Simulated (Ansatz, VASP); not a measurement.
MgO in VASP and in Ansatz

File INCAR:

```
SYSTEM = MgO
ALGO = Normal
EDIFF = 1E-6
ENCUT = 520
GGA = PE
ISIF = 2
ISMEAR = 0
LASPH = .True.
LCHARG = .False.
LREAL = .False.
LWAVE = .False.
NBANDS = 26
NELM = 60
PREC = Accurate
SIGMA = 0.05
```

KPOINTS

```
k-points
0
Gamma
  9 9 2
  0 0 0
```

POSCAR

```
MgO
1.0
    3.3899000000      0.0000000000      0.0000000000
   -1.6949500000      2.9357395163      0.0000000000
    0.0000000000      0.0000000000     10.7943000000
Mg O
4 4
Direct
    0.3333333333      0.6666666667      0.9694906392
    0.0000000000      0.0000000000      0.2208211786
    0.0000000000      0.0000000000      0.7208211786
    0.6666666667      0.3333333333      0.4694906392
    0.3333333333      0.6666666667      0.7800420079
    0.0000000000      0.0000000000      0.5296443544
    0.0000000000      0.0000000000      0.0296443544
    0.6666666667      0.3333333333      0.2800420079
```

Input for Ansatz:

```yaml
crystal:
  lattice:
    - [3.3899, 0.0, 0.0]
    - [-1.69495, 2.9357395163, 0.0]
    - [0.0, 0.0, 10.7943]
  atoms:
    - { symbol: Mg, position: [0.3333333333, 0.6666666667, 0.9694906392] }
    - { symbol: Mg, position: [0.0, 0.0, 0.2208211786] }
    - { symbol: Mg, position: [0.0, 0.0, 0.7208211786] }
    - { symbol: Mg, position: [0.6666666667, 0.3333333333, 0.4694906392] }
    - { symbol: O, position: [0.3333333333, 0.6666666667, 0.7800420079] }
    - { symbol: O, position: [0.0, 0.0, 0.5296443544] }
    - { symbol: O, position: [0.0, 0.0, 0.0296443544] }
    - { symbol: O, position: [0.6666666667, 0.3333333333, 0.2800420079] }
basis:
  ecutwfc: 520.0
kpoints:
  mp_grid: { grid: [9, 9, 2] }
hamiltonian:
  xc: pbe
  pseudopotentials: { kind: paw, azcp: { folder: soft_1 } }
scf:
  occupations: { method: gaussian, width: 0.05 }
output:
  forces: true
  stress: true
  eigenvalues: true
```

Alike in both runs: task single point; functional PBE; k mesh 9 × 9 × 2; occupations gaussian, width 0.05 eV; no spin polarisation.

|  | VASP | Ansatz |
| --- | --- | --- |
| version | VASP 6.6.1 | Ansatz 0.2.0 |
| potentials or method | VASP PAW PBE potentials, release 64 (Mg, O) | scalar-relativistic, plane waves, PAW |
| plane-wave cutoff (eV) | 520 | 520 |
| valence electrons in the cell | 32 | 64 |

```csv
,VASP,Ansatz,Ansatz less VASP
gap on the k mesh at the Fermi level (eV),2.95,2.97,+0.020
least direct gap on the mesh (eV),2.95,2.97,+0.020
pressure (GPa),-9.2,-8.7,+0.44
largest component of the traceless stress (GPa),0.96,0.94,-0.024
rms of the force components (eV/Å),0.010,0.011,+0.0004
```

Atom by atom the forces differ by 0.000 eV/Å (rms over components). The two sets of potentials don't hold the same shells in valence.
